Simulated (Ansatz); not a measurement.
# N, one cell by several methods

```xyz
4
Lattice="5.6490 0.0000 0.0000 0.0000 5.6490 0.0000 0.0000 0.0000 5.6490" Properties=species:S:1:pos:R:3 pbc="T T T"
N     0.1695    0.1695    0.1695
N     2.6550    5.4795    2.9940
N     2.9940    2.6550    5.4795
N     5.4795    2.9940    2.6550
```

Atom numbers follow the list: N1, N2, N3, N4.

Conventional cell: a = 5.649 Å, b = 5.649 Å, c = 5.649 Å, α = 90.00°, β = 90.00°, γ = 90.00°. N (atom 1) is surrounded by 12 N at 3.78 to 4.25 Å.

The geometry is COD entry 9012480, unchecked; take it as a test cell.

Methods: DFT, PBE, PAW with Ansatz's default frozen-core files, scalar-relativistic (Ansatz 0.2.0); DFT, PBE, all-electron LAPW, scalar-relativistic (Ansatz 0.2.0).

For PAW: a Γ-centred 4×4×4 k mesh, Fermi–Dirac smearing of 0.02 eV, cutoff 420 eV, no spin polarisation. LAPW targets a basis error of 1 meV/atom. The Ansatz runs share mesh, smearing and spin set-up. Plane-wave (PAW) pressures include the program's estimate of the Pulay term.

Stress and pressure are positive in compression.

Levels count from the Fermi level.

PAW results:

| quantity | PAW |
| --- | --- |
| pressure (GPa) | -3.95 |
| force on N1, x (eV/Å) | 0.220 |
| highest filled level at Γ (eV) | -0.026 |
| lowest empty level at Γ (eV) | 0.010 |
| highest filled level at R (eV) | -0.553 |
| lowest empty level at R (eV) | 0.155 |

What does all-electron LAPW give for the same quantities?


```
                      quantity    LAPW
                pressure (GPa)   -3.94
         force on N1, x (eV/Å)   0.220
highest filled level at Γ (eV)  -0.026
  lowest empty level at Γ (eV)   0.010
highest filled level at R (eV)  -0.553
  lowest empty level at R (eV)   0.155
```
